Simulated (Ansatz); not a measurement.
# Ca: the crystal squeezed far

One table from this session's results is given with a row withheld; the runs are named, their logs left out.

Method: DFT, PBE, PAW with Ansatz's default frozen-core files, scalar-relativistic, in Ansatz 0.2.0.

## The starting structure

It takes space group I4_1/amd (No. 141, tetragonal). The conventional cell has a = 6.811 Å, b = 6.811 Å, c = 3.746 Å, α = 90.00°, β = 90.00°, γ = 90.00°. Ca (site symmetry -4m2) is surrounded by 6 Ca at 3.53 to 3.75 Å.

Coordinates:

```cif
data_structure
_symmetry_space_group_name_H-M 'P 1'
_symmetry_Int_Tables_number 1
_cell_length_a 5.1673
_cell_length_b 5.1673
_cell_length_c 5.1673
_cell_angle_alpha 97.549
_cell_angle_beta 97.549
_cell_angle_gamma 137.497
_cell_volume 86.88
loop_
_atom_site_label
_atom_site_type_symbol
_atom_site_fract_x
_atom_site_fract_y
_atom_site_fract_z
_atom_site_occupancy
Ca1 Ca 0.62500 0.87500 0.75000 1
Ca2 Ca 0.37500 0.12500 0.25000 1
```

Whether this phase is the stable one at these pressures isn't tested.

Atoms are numbered in the order of the input: Ca1, Ca2.

The first run:

Contents of input.yaml:

```yaml
crystal:
  lattice:
    - [-3.4053337171, 3.4053337171, 1.8729335444]
    - [3.4053337171, -3.4053337171, 1.8729335444]
    - [3.4053337171, 3.4053337171, -1.8729335444]
  atoms:
    - { symbol: Ca, position: [-0.375, -0.125, -0.25] }
    - { symbol: Ca, position: [0.375, 0.125, 0.25] }
kpoints:
  mp_grid: { grid: [12, 12, 12] }
scf:
  occupations: { method: fermi_dirac, width: 0.05 }
hamiltonian:
  xc: pbe
  pseudopotentials: { kind: paw }
output:
  forces: true
  stress: true
  write_density: true
  write_potential: true
  elf: true
  volumetric_format: npy
relax:
  f_tol: 0.005
  max_steps: 40
  cell: {}
```

On the command line:

```sh
ansatz run input.yaml --threads 1 --pin off --max-ram 2048MiB --backend cpu --events-out ev --progress --plain --runs-dir out
```

Among the steps run: Cell relaxed at zero pressure, PAW; Volume scaled by 1, PAW; Shape and atoms relaxed at 0.95 of the volume, PAW; Volume scaled by 0.95, PAW; Shape and atoms relaxed at 0.85 of the volume, PAW; Volume scaled by 0.85, PAW; Shape and atoms relaxed at 0.75 of the volume, PAW; Volume scaled by 0.75, PAW; Shape and atoms relaxed at 0.65 of the volume, PAW; Volume scaled by 0.65, PAW; Shape and atoms relaxed at 0.55 of the volume, PAW; Volume scaled by 0.55, PAW; Shape and atoms relaxed at 0.45 of the volume, PAW; Volume scaled by 0.45, PAW; Shape and atoms relaxed at 0.4 of the volume, PAW; Volume scaled by 0.4, PAW; Volume scaled by 0.4, PAW (cutoff 250 eV).

One of the session's tables, all rows but one given; the rest of the session is left out.

```
             method  volume over the first  volume (Å³/atom)  pressure (GPa)
                PAW                      1            43.042            0.00
                PAW                   0.95            40.890            0.73
                PAW                   0.85                 ?               ?
                PAW                   0.75            32.281            5.58
                PAW                   0.65            27.977           10.42
                PAW                   0.55            23.673           19.09
                PAW                   0.45            19.369           35.11
                PAW                    0.4            17.217           48.53
PAW (cutoff 250 eV)                    0.4            17.217           48.97
```

Q: Estimate the row for PAW, 0.85 from the others.

As computed: volume (Å³/atom): 36.586; pressure (GPa): 2.68. In the column «volume (Å³/atom)» it lies between PAW, 0.75 (32.281) and PAW, 0.95 (40.890).

Limits of these values: Warnings in the runs' records: cutoff below recommended.
